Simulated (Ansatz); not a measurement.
**Boron, simple cubic under PBE: ground state and equation of state**

Aim: take boron in the simple cubic structure, relax it, solve it on a dense k-mesh, switch on spin-orbit coupling, then scale the cell to 7 volumes from 88 to 112 % of the relaxed one and try a fit of the equation of state. The k-meshes are 16×16×16 for the relaxation; 27×27×27 for the dense run; 16×16×16 for spin-orbit coupling; 19×19×19 for the volumes.

Program: Ansatz 0.2.0. Level of theory: DFT PBE, plane waves (420 eV) with PAW, scalar-relativistic. These are calculated values, not measurements.

## 1. Starting point

It takes space group Pm-3m (No. 221, cubic). Conventional cell: a = 1.920 Å, b = 1.920 Å, c = 1.920 Å, α = 90.00°, β = 90.00°, γ = 90.00°. B (site symmetry m-3m) has 6 B at 1.92 Å as nearest neighbours.

Coordinates:

```
CELL_PARAMETERS angstrom
1.92005 0.00000 0.00000
0.00000 1.92005 0.00000
0.00000 0.00000 1.92005
ATOMIC_POSITIONS crystal
B 0.00000 0.00000 0.00000
```

## 2. Relaxing cell and atoms

input.yaml

```yaml
crystal:
  lattice:
    - [1.9200471483, 0.0, 0.0]
    - [0.0, 1.9200471483, 0.0]
    - [0.0, 0.0, 1.9200471483]
  atoms:
    - { symbol: B, position: [0.0, 0.0, 0.0] }
hamiltonian:
  xc: pbe
  pseudopotentials:
    kind: paw
    azcp:
      B: "pseudopotentials/B.paw.azcp"
basis:
  ecutwfc: 420
  fft_grid_basis: typed
kpoints:
  mp_grid: { grid: [16, 16, 16], shift: [0, 0, 0] }
magnetization:
  spin_polarized: false
scf:
  occupations: { method: fermi_dirac, width: 0.1 }
relax:
  max_steps: 60
  f_tol: 0.01
  cell: {}
```

Started as:

```sh
$ ansatz run input.yaml --threads 1 --pin off --max-ram 3584MiB --backend cpu --events-out ev --progress --plain --runs-dir out
```

Log:

```text
Engine: ansatz 0.2.0, x86_64-unknown-linux-gnu
Pseudopotentials: kind: paw
Pseudopotential: B, paw, valence charge 3, recommended cutoff 420 eV (normal), <dir>
Functional definition: PBE
  parameter kappa = 0.804
  parameter beta = 0.06672455060314922
  exchange = pbe_x(kappa = kappa, mu = beta*pi^2/3)
  correlation = pbe_c(beta = beta)
Crystal: 1 atoms, lattice volume = 7.078 Å³
Basis set: ecut = 420 eV, 147 PW (Γ), exchange–correlation on 30×30×30 points (8 copies of the dense FFT grid, shifted against one another)
Bands: 6, of which v1, the nominal top of the filled ones, is band 2 counted from 1 (1 counted from 0)
Symmetry: 48 space group operations
Space group: Pm-3m (ITA 221), of the structure as read, at distance tolerance 1.9e-5 Å
k-points: 165 of 4096
Non-local potential: B, projectors of the file, l = 0: 2, l = 1: 2, l = 2: 1
PAW form: soft (Blöchl's): semilocal exchange-correlation on the pseudo side does not see the compensation charge
PAW one-centre angular grid: B, 110 points (default); XC on 64 Gauss nodes
Initial density: superposition of atomic densities (neutral atoms: chi_scale 0, normalization atom), corrected by the library's trained network
Initial wavefunctions: pseudopotential atomic-orbital guess
Functional: x = pbe(κ = 0.804, μ = 0.2195149727645171), c = pbe(β = 0.06672455060314922)
SCF iter   1: F=—  HF=-154.816035 eV  |F-HF|=—  |Δ(HF+E_count)|=         —  Δρ=2.29e-3  dr2=1.27e-4  ethr=1.77e-3  ⟨swp⟩=4.5  Hψ=7427  notcnv=0
preconditioner: auto → none  [metal: Δε(μ)=0.071 eV  Ē_g=22.226 eV  σ=0.100 eV  W_gap=0.17  n_scr=0 (ndim 8)  ℏωp=24.2 eV  f_vac=0.000  D(μ)=0.21/eV (n_scr^D=0)]
SCF iter   2: F=—  HF=-154.816100 eV  |F-HF|=—  |Δ(HF+E_count)|=   6.52e-5  Δρ=1.18e-3  dr2=3.19e-5  ethr=4.22e-6  ⟨swp⟩=1.3  Hψ=2363  notcnv=0
SCF iter   3: F=—  HF=-154.816157 eV  |F-HF|=—  |Δ(HF+E_count)|=   5.67e-5  Δρ=1.14e-4  dr2=7.58e-7  ethr=1.06e-6  ⟨swp⟩=1.9  Hψ=1275  notcnv=0
SCF iter   4: F=—  HF=-154.816157 eV  |F-HF|=—  |Δ(HF+E_count)|=   5.36e-8  Δρ=4.92e-5  dr2=1.43e-7  ethr=2.53e-8  ⟨swp⟩=1.0  Hψ=1041  notcnv=0
iter 5 did not close the SCF: its close was put off for the readings that it lacked (scf_convergence_deferred on its scf_iter line)
SCF iter   5: F=-154.816157 eV  HF=-154.816157 eV  |F-HF|=8.46e-11  |Δ(HF+E_count)|=   3.41e-8  Δρ=2.51e-6  dr2=3.23e-10  ethr=4.77e-9  ⟨swp⟩=1.9  Hψ=1276  notcnv=0
SCF iter   6: F=-154.816157 eV  HF=-154.816157 eV  |F-HF|=4.06e-12  |Δ(HF+E_count)|=  6.41e-11  Δρ=4.74e-7  dr2=1.27e-11  ethr=1.08e-11  ⟨swp⟩=1.0  Hψ=2506  notcnv=0
SCF 1 converged in 6 iterations: F = -154.816157 eV  dr2 = 1.27e-11
relax step   1: F+E_penalty+E_count = -154.81615667 eV  Δ(F+E_penalty+E_count) = +0.000e0 eV  max|allowed force component| = 0.000e0 eV/Å  Δτ_max = 0.0000 Å  P = -12.082 GPa  Ω = 7.078 Å³  (6 SCF iters, dr2 threshold 1.00e-7 eV, accepted)
Crystal: 1 atoms, lattice volume = 6.846 Å³
Initial density: handed on by an earlier stage of this run
Initial wavefunctions: those handed on with the density
iter 1 solved again at ethr=9.63e-6 eV; its pass at ethr=3.10e-3 eV (dr2=2.89e-4 eV) is discarded
SCF iter   1: F=—  HF=-154.829320 eV  |F-HF|=—  |Δ(HF+E_count)|=         —  Δρ=2.43e-3  dr2=2.91e-4  ethr=9.63e-6  ⟨swp⟩=1.0  Hψ=9192  notcnv=0
preconditioner: auto → none  [metal: Δε(μ)=0.087 eV  Ē_g=22.740 eV  σ=0.100 eV  W_gap=0.21  n_scr=0 (ndim 8)  ℏωp=24.6 eV  f_vac=0.000  D(μ)=0.20/eV (n_scr^D=0)]
SCF iter   2: F=—  HF=-154.829249 eV  |F-HF|=—  |Δ(HF+E_count)|=   7.05e-5  Δρ=1.11e-3  dr2=5.80e-5  ethr=9.63e-6  ⟨swp⟩=1.0  Hψ=990  notcnv=0
SCF iter   3: F=—  HF=-154.829240 eV  |F-HF|=—  |Δ(HF+E_count)|=   9.05e-6  Δρ=5.67e-5  dr2=7.91e-8  ethr=3.33e-9  ⟨swp⟩=3.2  Hψ=3151  notcnv=0
SCF iter   4: F=-154.829240 eV  HF=-154.829240 eV  |F-HF|=1.68e-11  |Δ(HF+E_count)|=   3.84e-8  Δρ=2.57e-6  dr2=2.25e-10  ethr=2.64e-9  ⟨swp⟩=2.2  Hψ=2810  notcnv=0
SCF 2 converged in 4 iterations: F = -154.829240 eV  dr2 = 2.25e-10
relax step   2: F+E_penalty+E_count = -154.82924029 eV  Δ(F+E_penalty+E_count) = -1.308e-2 eV  max|allowed force component| = 0.000e0 eV/Å  Δτ_max = 0.0000 Å  P = -5.252 GPa  Ω = 6.846 Å³  energy of the carried Pulay correction = +3.596e-4 eV  (4 SCF iters, dr2 threshold 1.00e-7 eV, accepted)
Crystal: 1 atoms, lattice volume = 6.677 Å³
Basis set: ecut = 420 eV, 123 PW (Γ), exchange–correlation on 30×30×30 points (8 copies of the dense FFT grid, shifted against one another)
iter 1 solved again at ethr=5.53e-6 eV; its pass at ethr=3.10e-3 eV (dr2=1.66e-4 eV) is discarded
SCF iter   1: F=—  HF=-154.832150 eV  |F-HF|=—  |Δ(HF+E_count)|=         —  Δρ=1.89e-3  dr2=1.67e-4  ethr=5.53e-6  ⟨swp⟩=1.0  Hψ=9020  notcnv=0
preconditioner: auto → none  [metal: Δε(μ)=0.099 eV  Ē_g=23.134 eV  σ=0.100 eV  W_gap=0.24  n_scr=0 (ndim 8)  ℏωp=24.9 eV  f_vac=0.000  D(μ)=0.19/eV (n_scr^D=0)]
SCF iter   2: F=—  HF=-154.832111 eV  |F-HF|=—  |Δ(HF+E_count)|=   3.91e-5  Δρ=8.61e-4  dr2=3.34e-5  ethr=5.53e-6  ⟨swp⟩=1.0  Hψ=990  notcnv=0
SCF iter   3: F=—  HF=-154.832108 eV  |F-HF|=—  |Δ(HF+E_count)|=   3.80e-6  Δρ=4.35e-5  dr2=4.46e-8  ethr=3.33e-9  ⟨swp⟩=3.2  Hψ=3138  notcnv=0
SCF iter   4: F=-154.832108 eV  HF=-154.832108 eV  |F-HF|=3.98e-12  |Δ(HF+E_count)|=   2.12e-8  Δρ=1.92e-6  dr2=1.17e-10  ethr=1.49e-9  ⟨swp⟩=1.9  Hψ=2750  notcnv=0
SCF 3 converged in 4 iterations: F = -154.832108 eV  dr2 = 1.17e-10
relax step   3: F+E_penalty+E_count = -154.83210753 eV  Δ(F+E_penalty+E_count) = -2.867e-3 eV  max|allowed force component| = 0.000e0 eV/Å  Δτ_max = 0.0000 Å  P = +0.428 GPa  Ω = 6.677 Å³  energy of the carried Pulay correction = +6.279e-4 eV  (4 SCF iters, dr2 threshold 1.00e-7 eV, accepted)
Crystal: 1 atoms, lattice volume = 6.689 Å³
iter 1 solved again at ethr=3.21e-8 eV; its pass at ethr=3.10e-3 eV (dr2=9.64e-7 eV) is discarded
SCF iter   1: F=—  HF=-154.832100 eV  |F-HF|=—  |Δ(HF+E_count)|=         —  Δρ=1.44e-4  dr2=9.67e-7  ethr=3.21e-8  ⟨swp⟩=1.0  Hψ=8561  notcnv=0
preconditioner: auto → none  [metal: Δε(μ)=0.098 eV  Ē_g=23.108 eV  σ=0.100 eV  W_gap=0.24  n_scr=0 (ndim 8)  ℏωp=24.9 eV  f_vac=0.000  D(μ)=0.19/eV (n_scr^D=0)]
SCF iter   2: F=—  HF=-154.832104 eV  |F-HF|=—  |Δ(HF+E_count)|=   3.58e-6  Δρ=6.57e-5  dr2=1.95e-7  ethr=3.21e-8  ⟨swp⟩=1.0  Hψ=990  notcnv=0
SCF iter   3: F=-154.832104 eV  HF=-154.832104 eV  |F-HF|=9.96e-11  |Δ(HF+E_count)|=   4.35e-8  Δρ=3.28e-6  dr2=2.52e-10  ethr=3.33e-9  ⟨swp⟩=3.8  Hψ=2184  notcnv=0
SCF 4 converged in 3 iterations: F = -154.832104 eV  dr2 = 2.52e-10
relax step   4: F+E_penalty+E_count = -154.83210362 eV  Δ(F+E_penalty+E_count) = +3.913e-6 eV  max|allowed force component| = 0.000e0 eV/Å  Δτ_max = 0.0000 Å  P = -0.013 GPa  Ω = 6.689 Å³  energy of the carried Pulay correction = +6.079e-4 eV  (3 SCF iters, dr2 threshold 1.00e-7 eV, accepted)
Initial wavefunctions: pseudopotential atomic-orbital guess (no wavefunctions were taken with the density)
iter 1 solved again at ethr=4.26e-8 eV; its pass at ethr=3.10e-3 eV (dr2=1.28e-6 eV) is discarded
SCF iter   1: F=—  HF=-154.831615 eV  |F-HF|=—  |Δ(HF+E_count)|=         —  Δρ=1.17e-4  dr2=8.14e-8  ethr=4.26e-8  ⟨swp⟩=2.1  Hψ=10083  notcnv=0
SCF iter   2: F=—  HF=-154.831619 eV  |F-HF|=—  |Δ(HF+E_count)|=   3.81e-6  Δρ=5.96e-5  dr2=2.10e-8  ethr=2.71e-9  ⟨swp⟩=1.9  Hψ=1203  notcnv=0
SCF iter   3: F=—  HF=-154.831619 eV  |F-HF|=—  |Δ(HF+E_count)|=   1.65e-7  Δρ=9.17e-7  dr2=1.80e-11  ethr=6.99e-10  ⟨swp⟩=2.0  Hψ=1230  notcnv=0
SCF iter   4: F=-154.831619 eV  HF=-154.831619 eV  |F-HF|=2.84e-14  |Δ(HF+E_count)|=  1.58e-11  Δρ=4.95e-8  dr2=2.79e-14  ethr=1.00e-12  ⟨swp⟩=4.2  Hψ=2307  notcnv=0
SCF 5 converged in 4 iterations: F = -154.831619 eV  dr2 = 2.79e-14
relax step   5: F+E_penalty+E_count = -154.83161869 eV  Δ(F+E_penalty+E_count) = +4.849e-4 eV  max|allowed force component| = 0.000e0 eV/Å  Δτ_max = 0.0000 Å  P = -0.092 GPa  Ω = 6.689 Å³  stress off target by 9.25e-2 GPa  SCF on the basis re-selected at this cell (its energy is not comparable with the rows above)  (4 SCF iters)
basis re-selected at this cell: Δ(F+E_penalty+E_count) = +4.849e-4 eV, ΔP = -0.079 GPa vs the last step (what re-selecting the basis moved, of the pressure what is left beyond the Pulay correction that the steps carried, after the strain that the cell walked since its last selection, with what the two solves' SCF thresholds leave and, on support functions, any second-order correction that the steps lacked; it is no measure of the basis error at this ecutwfc). This SCF's stress stands 9.25e-2 GPa from its target on what of the cell is left free (relax.cell.stress_tol is 5.00e-2 GPa) and its largest allowed force component is 0.00e0 eV/Å (relax.f_tol is 1.00e-2 eV/Å): not within both, so this SCF does not close the relaxation
Crystal: 1 atoms, lattice volume = 6.687 Å³
iter 1 solved again at ethr=1.40e-9 eV; its pass at ethr=3.10e-3 eV (dr2=4.20e-8 eV) is discarded
SCF iter   1: F=—  HF=-154.831620 eV  |F-HF|=—  |Δ(HF+E_count)|=         —  Δρ=2.99e-5  dr2=4.21e-8  ethr=1.40e-9  ⟨swp⟩=1.0  Hψ=8533  notcnv=0
preconditioner: auto → none  [metal: Δε(μ)=0.098 eV  Ē_g=23.114 eV  σ=0.100 eV  W_gap=0.24  n_scr=0 (ndim 8)  ℏωp=24.9 eV  f_vac=0.000  D(μ)=0.19/eV (n_scr^D=0)]
SCF iter   2: F=-154.831624 eV  HF=-154.831624 eV  |F-HF|=2.17e-9  |Δ(HF+E_count)|=   3.81e-6  Δρ=1.37e-5  dr2=8.43e-9  ethr=7.13e-10  ⟨swp⟩=2.6  Hψ=2857  notcnv=0
SCF 6 converged in 2 iterations: F = -154.831624 eV  dr2 = 8.43e-9
relax step   6: F+E_penalty+E_count = -154.83162400 eV  Δ(F+E_penalty+E_count) = -5.311e-6 eV  max|allowed force component| = 0.000e0 eV/Å  Δτ_max = 0.0000 Å  P = -0.001 GPa  Ω = 6.687 Å³  energy of the carried Pulay correction = +4.556e-6 eV  (2 SCF iters, dr2 threshold 2.14e-8 eV, accepted)
iter 1 solved again at ethr=4.91e-8 eV; its pass at ethr=3.10e-3 eV (dr2=1.47e-6 eV) is discarded
SCF iter   1: F=—  HF=-154.831620 eV  |F-HF|=—  |Δ(HF+E_count)|=         —  Δρ=1.36e-5  dr2=8.33e-9  ethr=4.91e-8  ⟨swp⟩=2.0  Hψ=10060  notcnv=0
SCF iter   2: F=—  HF=-154.831624 eV  |F-HF|=—  |Δ(HF+E_count)|=   3.78e-6  Δρ=6.43e-6  dr2=1.78e-9  ethr=2.78e-10  ⟨swp⟩=1.3  Hψ=1049  notcnv=0
SCF iter   3: F=-154.831624 eV  HF=-154.831624 eV  |F-HF|=4.83e-13  |Δ(HF+E_count)|=  2.50e-10  Δρ=2.51e-7  dr2=1.48e-12  ethr=1.00e-12  ⟨swp⟩=3.7  Hψ=3242  notcnv=0
SCF 7 converged in 3 iterations: F = -154.831624 eV  dr2 = 1.48e-12
relax step   7: F+E_penalty+E_count = -154.83162400 eV  Δ(F+E_penalty+E_count) = -4.050e-10 eV  max|allowed force component| = 0.000e0 eV/Å  Δτ_max = 0.0000 Å  P = -0.000 GPa  Ω = 6.687 Å³  stress off target by 4.77e-4 GPa  SCF on the basis re-selected at this cell (its energy is not comparable with the rows above)  (3 SCF iters)
basis re-selected at this cell: Δ(F+E_penalty+E_count) = -4.050e-10 eV, ΔP = +0.000 GPa vs the last step (what re-selecting the basis moved, of the pressure what is left beyond the Pulay correction that the steps carried, after the strain that the cell walked since its last selection, with what the two solves' SCF thresholds leave and, on support functions, any second-order correction that the steps lacked; it is no measure of the basis error at this ecutwfc). This SCF's stress stands 4.77e-4 GPa from its target on what of the cell is left free (relax.cell.stress_tol is 5.00e-2 GPa) and its largest allowed force component is 0.00e0 eV/Å (relax.f_tol is 1.00e-2 eV/Å): within both
SCF converged after 3 iterations
Free energy (F): -154.831624 eV
Harris-Foulkes:  -154.831624 eV  (|F-HF|=4.83e-13)
Internal energy: -154.825095 eV  (E = F + TS)
E sigma→0 (E₀):  -154.828359 eV
Entropy (-TS):   -0.006529 eV (-6.529 meV/atom)
Fermi energy:    10.495917 eV
--- Per-component energies (eV) ---
  E_band       = 13.738233
  E_kinetic    = 46.854997
  E_local      = -7.057041  (includes V_loc(G=0)·N_el)
  E_nonlocal   = 12.247161
  E_hartree    = 1.000863
  E_xc         = -31.787339
  E_vxc        = -37.732389  (∫ρ·V_xc dr)
  E_paw        = -78.494966  (= ΣΔE_a)
  E_vpaw       = -2.576220  (= ΣTr[D̂ρ^β])
  E_aug_tail   = -0.000003  (compensation charges beyond the density's cutoff)
  E_ewald      = -97.588767
  E_smearing   = -0.006529  (= −TS)
  E_closure    = 0.000000  (closes the sum)
  Σ components = -154.831624   (vs F -154.831624, Δ=0.00e0)
--- Forces (eV/Å), atoms counted from 1 ---
  atom   1  B      0.00000000    -0.00000000     0.00000000
  max |Σ_I F_I| component: 5.14e-34 eV/Å
--- Stress (GPa, compression-positive) ---
       -0.000477      -0.000000       0.000000
       -0.000000      -0.000477      -0.000000
        0.000000      -0.000000      -0.000477
  P = ⅓ Tr σ = -0.0005 GPa (-0.005 kbar)
--- Relaxed structure (5 steps of the walk, 5 accepted, 2 SCFs on fresh bases) ---
  F+E_penalty+E_count = -154.83162400 eV   max|allowed force component| = 0.000e0 eV/Å   (the final SCF, on the basis selected at the relaxed cell)
  cell:  # Å, volume = 6.6866 Å³
    - [1.8839499198915084, 3.593063052497436e-33, 6.319457630020618e-35]
    - [2.8226910747425425e-33, 1.8839499198915084, -2.5679065925163143e-34]
    - [6.319457630020618e-35, -2.5679065925163143e-34, 1.8839499198915084]
  atoms:
    - { symbol: B, position: [0.0, 0.0, 0.0] }
```

Wall time 7.3 s (1 thread of Intel Xeon Platinum 8259CL at 2.50GHz (Skylake/Cascade Lake), shared host); peak memory 0.45 GiB.

The walk, from the log:

```tsv
step	energy change (meV/atom)	largest force (eV/Å)	pressure (GPa)	volume (Å³/atom)
1	0.00	0.0000	-12.08	7.078
2	-13.08	0.0000	-5.25	6.846
3	-15.95	0.0000	0.43	6.677
4	-15.95	0.0000	-0.01	6.689
5	-15.46	0.0000	-0.09	6.689
6	-15.47	0.0000	0.00	6.687
7	-15.47	0.0000	0.00	6.687
```

Steps that repeat a cell are solved on a basis chosen anew, so their changes of energy are no gain of the relaxation.

The cell of the run, before and after:

|  | before | after | change |
| --- | --- | --- | --- |
| a (Å) | 1.920 | 1.884 | -1.9 % |
| b (Å) | 1.920 | 1.884 | -1.9 % |
| c (Å) | 1.920 | 1.884 | -1.9 % |
| volume (Å³/atom) | 7.078 | 6.687 | -5.5 % |
| shortest distance (Å) | 1.920 | 1.884 | -1.9 % |
| space group (spins left aside) | Pm-3m | Pm-3m | same |

## 3. The energy on a finer k-mesh

input.yaml

```yaml
crystal:
  lattice:
    - [1.8839499199, 0.0, 0.0]
    - [0.0, 1.8839499199, 0.0]
    - [0.0, 0.0, 1.8839499199]
  atoms:
    - { symbol: B, position: [0.0, 0.0, 0.0] }
hamiltonian:
  xc: pbe
  pseudopotentials:
    kind: paw
    azcp:
      B: "pseudopotentials/B.paw.azcp"
basis:
  ecutwfc: 420
  fft_grid_basis: typed
kpoints:
  mp_grid: { grid: [27, 27, 27], shift: [0, 0, 0] }
magnetization:
  spin_polarized: false
scf:
  occupations: { method: fermi_dirac, width: 0.1 }
```

Started as:

```sh
$ ansatz run input.yaml --threads 1 --pin off --max-ram 3584MiB --backend cpu --events-out ev --progress --plain --runs-dir out
```

Log (excerpt; [...] marks lines left out):

```text
[...]
[... 3 set-up lines as earlier in the session ...]
[...]
Crystal: 1 atoms, lattice volume = 6.687 Å³
Basis set: ecut = 420 eV, 123 PW (Γ)
Bands: 6, of which v1, the nominal top of the filled ones, is band 2 counted from 1 (1 counted from 0)
[... 2 set-up lines as earlier in the session ...]
k-points: 560 of 19683
[...]
SCF iter   1: F=—  HF=-154.823783 eV  |F-HF|=—  |Δ(HF+E_count)|=         —  Δρ=2.54e-3  dr2=1.29e-4  ethr=1.77e-3  ⟨swp⟩=4.3  Hψ=25076  notcnv=0
[...]
SCF iter   6: F=-154.823912 eV  HF=-154.823912 eV  |F-HF|=5.68e-13  |Δ(HF+E_count)|=  1.86e-11  Δρ=1.71e-7  dr2=9.85e-13  ethr=4.05e-12  ⟨swp⟩=1.0  Hψ=8782  notcnv=0
[...]
SCF converged after 6 iterations
Free energy (F): -154.823912 eV
[...]
E sigma→0 (E₀):  -154.819248 eV
Entropy (-TS):   -0.009330 eV (-9.330 meV/atom)
Fermi energy:    10.475883 eV
[...]
```

Wall time 3.2 s (1 thread of Intel Xeon Platinum 8259CL at 2.50GHz (Skylake/Cascade Lake), shared host); peak memory 0.45 GiB.

## 4. A two-component run at the same geometry

Edit input.yaml of step 3 so:

```diff
@@ -10,3 +10,3 @@
   pseudopotentials:
-    kind: paw
+    kind: paw_fr
     azcp:
@@ -17,5 +17,6 @@
 kpoints:
-  mp_grid: { grid: [27, 27, 27], shift: [0, 0, 0] }
+  mp_grid: { grid: [16, 16, 16], shift: [0, 0, 0] }
 magnetization:
-  spin_polarized: false
+  noncollinear: true
+  spin_orbit: true
 scf:
```

Started as:

```sh
$ ansatz run input.yaml --threads 1 --pin off --max-ram 3584MiB --backend cpu --events-out ev --progress --plain --runs-dir out
```

Log (excerpt; [...] marks lines left out):

```text
[...]
Pseudopotentials: kind: paw_fr
Pseudopotential: B, paw_fr, valence charge 3, recommended cutoff 420 eV (normal), <dir>
[... 1 set-up line as earlier in the session ...]
[...]
non-collinear run that drives no moment, with spin-orbit: no starting moment large enough to seed its density (crystal.atoms[].spin), no starting occupations that ask for one, no magnetisation constraint and no magnetic field, so the semilocal B_xc is pinned to zero
Crystal: 1 atoms, lattice volume = 6.687 Å³
Basis set: ecut = 420 eV, 123 PW (Γ)
Bands: 12, of which v1, the nominal top of the filled ones, is band 3 counted from 1 (2 counted from 0)
Symmetry: 48 space group operations + 48 with time reversal
Magnetic group: BNS 221.93 (UNI 1595), of the structure as read, at distance tolerance 1.9e-5 Å
k-points: 165 of 4096
Projection manifold: j_resolved (fully-relativistic pseudo-atomic orbitals)
[...]
SCF iter   1: F=—  HF=-154.848959 eV  |F-HF|=—  |Δ(HF+E_count)|=         —  Δρ=3.07e-2  dr2=3.50e-2  dr2_m=0.00e0 (ungated)  ethr=3.10e-3  |M|=0.00e0 ∫|m|=0.00e0 μB  |m|>n=0.0e0 m-floor=0.0e0 τ_xc=0.0e0  β_m=0.30  ⟨swp⟩=4.6  Hψ=5530  notcnv=0  defer=56
[...]
SCF iter   5: F=-154.831817 eV  HF=-154.831817 eV  |F-HF|=7.59e-10  |Δ(HF+E_count)|=   1.47e-7  Δρ=6.49e-6  dr2=1.56e-9  dr2_m=0.00e0 (ungated)  ethr=3.33e-9  |M|=0.00e0 ∫|m|=0.00e0 μB  |m|>n=0.0e0 m-floor=0.0e0 τ_xc=0.0e0  ⟨swp⟩=1.9  Hψ=1553  notcnv=0
[...]
SCF converged after 5 iterations
Magnetization: |M| = 0.0000 μB,  M = (+0.0000, +0.0000, +0.0000) μB
Absolute magnetization: 0.0000 μB (∫|m|)
  site 0: m = (+0.0000, +0.0000, +0.0000) μB, |m| = 0.0000 μB  (R = 0.78 Å)
Free energy (F): -154.831817 eV
[...]
E sigma→0 (E₀):  -154.828552 eV
Entropy (-TS):   -0.006529 eV (-6.529 meV/atom)
Fermi energy:    10.495928 eV
[...]
```

It took 2.6 s on 1 thread of Intel Xeon Platinum 8259CL at 2.50GHz (Skylake/Cascade Lake), shared host; peak memory 0.37 GiB.

Side by side:

```tsv
	scalar-relativistic	with spin-orbit coupling
k-mesh	27×27×27	16×16×16
gap on the mesh	none (levels filled in part)	none (levels filled in part)
```

The meshes differ, so small differences between the columns need not come from spin-orbit coupling.

## 5. Volume × 0.88

input.yaml

```yaml
crystal:
  lattice:
    - [1.8053590112, 0.0, 0.0]
    - [0.0, 1.8053590112, 0.0]
    - [0.0, 0.0, 1.8053590112]
  atoms:
    - { symbol: B, position: [0.0, 0.0, 0.0] }
hamiltonian:
  xc: pbe
  pseudopotentials:
    kind: paw
    azcp:
      B: "pseudopotentials/B.paw.azcp"
basis:
  ecutwfc: 420
  fft_grid_basis: typed
kpoints:
  mp_grid: { grid: [19, 19, 19], shift: [0, 0, 0] }
magnetization:
  spin_polarized: false
scf:
  occupations: { method: fermi_dirac, width: 0.1 }
  lower_state_search: "off"
output:
  stress: true
```

Started as:

```sh
$ ansatz run input.yaml --threads 1 --pin off --max-ram 3584MiB --backend cpu --events-out ev --progress --plain --runs-dir out
```

Log (excerpt; [...] marks lines left out):

```text
[...]
[... 3 set-up lines as earlier in the session ...]
[...]
Crystal: 1 atoms, lattice volume = 5.884 Å³
Basis set: ecut = 420 eV, 123 PW (Γ)
Bands: 6, of which v1, the nominal top of the filled ones, is band 2 counted from 1 (1 counted from 0)
[... 1 set-up line as earlier in the session ...]
Space group: Pm-3m (ITA 221), of the structure as read, at distance tolerance 1.8e-5 Å
k-points: 220 of 6859
[...]
SCF iter   1: F=—  HF=-154.738329 eV  |F-HF|=—  |Δ(HF+E_count)|=         —  Δρ=3.27e-3  dr2=1.35e-4  ethr=1.77e-3  ⟨swp⟩=4.4  Hψ=9841  notcnv=0
[...]
SCF iter   6: F=-154.738470 eV  HF=-154.738470 eV  |F-HF|=8.53e-14  |Δ(HF+E_count)|=  1.17e-10  Δρ=1.62e-7  dr2=7.76e-13  ethr=5.47e-12  ⟨swp⟩=1.0  Hψ=3530  notcnv=0
[...]
SCF converged after 6 iterations
Free energy (F): -154.738470 eV
[...]
E sigma→0 (E₀):  -154.734291 eV
Entropy (-TS):   -0.008357 eV (-8.357 meV/atom)
Fermi energy:    12.286427 eV
[...]
--- Stress (GPa, compression-positive) ---
       38.056259      -0.000000       0.000000
        0.000000      38.056259       0.000000
        0.000000       0.000000      38.056259
  P = ⅓ Tr σ = 38.0563 GPa (380.563 kbar)
```

It took 1.7 s on 1 thread of Intel Xeon Platinum 8259CL at 2.50GHz (Skylake/Cascade Lake), shared host; peak memory 0.44 GiB.

[end of part 1 of 2]
